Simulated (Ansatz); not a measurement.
**SnO: a line through a two-coordinate scan**

One line of a two-coordinate grid on SnO (P4/nmm, No. 129; 4 atoms in the cell): lattice constant a (and b) is varied, at lattice constant c = 4.841 Å.

Computed with Ansatz 0.2.0 (DFT LDA, scalar-relativistic, plane waves, PAW, unless a step's input says otherwise).

17 further runs of the same task are left out: 17 set aside as unsound or not needed.

### 1 The structure to begin with

It takes space group P4/nmm (No. 129, tetragonal). The conventional cell has a = 3.767 Å, b = 3.767 Å, c = 4.655 Å, α = 90.00°, β = 90.00°, γ = 90.00°. Around Sn (site symmetry 4mm) lie 4 O at 2.20 Å. O (site symmetry -4m2) is surrounded by 4 Sn at 2.20 Å.

Coordinates:

```
CELL_PARAMETERS angstrom
3.76688 0.00000 0.00000
0.00000 3.76688 0.00000
0.00000 0.00000 4.65532
ATOMIC_POSITIONS crystal
Sn 0.00000 0.50000 0.24575
Sn 0.50000 0.00000 0.75425
O 0.00000 0.00000 0.00000
O 0.50000 0.50000 0.00000
```

This cell was relaxed beforehand with the same method: volume 16.51 Å³/atom, gap on the mesh none (metal).

### 2 What is varied

The energy is mapped over the lattice constants a and c of the conventional cell.

- lattice constant a (and b): 7 values from 3.503 to 4.031 Å
- lattice constant c: 7 values from 4.097 to 5.214 Å

Nothing else is relaxed (fractional coordinates fixed). Energies count from the relaxed crystal. Points are written as (first, second).

### 3 Point (3.503 Å, 4.841 Å)

Contents of input.yaml:

```yaml
crystal:
  lattice:
    - [3.5032, 0.0, 0.0]
    - [0.0, 3.5032, 0.0]
    - [0.0, 0.0, 4.8415]
  atoms:
    - { symbol: Sn, position: [0.0, 0.5, 0.2457459271] }
    - { symbol: Sn, position: [0.5, 0.0, 0.7542540729] }
    - { symbol: O, position: [0.0, 0.0, 0.0] }
    - { symbol: O, position: [0.5, 0.5, 0.0] }
basis:
  ecutwfc: 520.0
kpoints:
  mp_grid: { grid: [10, 10, 8] }
hamiltonian:
  xc: lda
scf:
  occupations: { method: gaussian, width: 0.15 }
output:
  forces: true
  stress: true
  eigenvalues: true
```

Command:

```
$ ansatz run input.yaml --threads 1 --pin off --max-ram 2048MiB --backend cpu --events-out ev --progress --plain --runs-dir out
```

Further runs follow: the other points of the line.

Q: Predict the outcome of this session. Wanted: for each run, lattice constant a; energy; slope; pressure; largest force on an atom.

As calculated:

| lattice constant a (and b) (Å) | step | energy (meV/atom) | slope (meV/atom per Å) | pressure (GPa) | band gap on the k-mesh (eV) | largest force on an atom (eV/Å) |
| --- | --- | --- | --- | --- | --- | --- |
| 3.503 | 3 | 126 | −1137 | 16.5 | 0.00 | 1.21 |
| 3.591 | 4 | 49 | −627 | 8.3 | 0.00 | 0.44 |
| 3.679 | 5 | 13 | −206 | 1.8 | 0.00 | 0.21 |
| 3.767 | – | 11 | 145 | −3.4 | 0.00 | 0.74 |
| 3.855 | 6 | 37 | 438 | −7.4 | 0.00 | 1.16 |
| 3.943 | 7 | 86 | 679 | −10.5 | 0.28 | 1.49 |
| 4.031 | – | 155 | 877 | −12.9 | 0.49 | 1.76 |

Energies count from the relaxed crystal. Rows without a step come from runs not printed here or follow by symmetry. Slopes come from the forces (and the stress, where the cell changes), not from differences of energies.

In words: The lowest point of the line is at 3.767 Å, 11 meV/atom from the zero. Energies and slopes round the minimum, fitted together, put the minimum at 3.7287 Å, with a curvature of about 3900 meV/atom per Å². The highest point computed, at 4.031 Å, lies 144 meV/atom above the lowest. The gap on the mesh reads zero on part of the line; semilocal functionals close small gaps early. This is one cut through a surface in two coordinates; the map's lowest point lies off it. With the other coordinates free, the energies away from the reference would be the same or lower. The gap on the mesh closes on part of the grid.

Counted by bands, a gap of 0.03 eV stays open on the mesh in one run that reads as metallic: the smearing reaches across it.
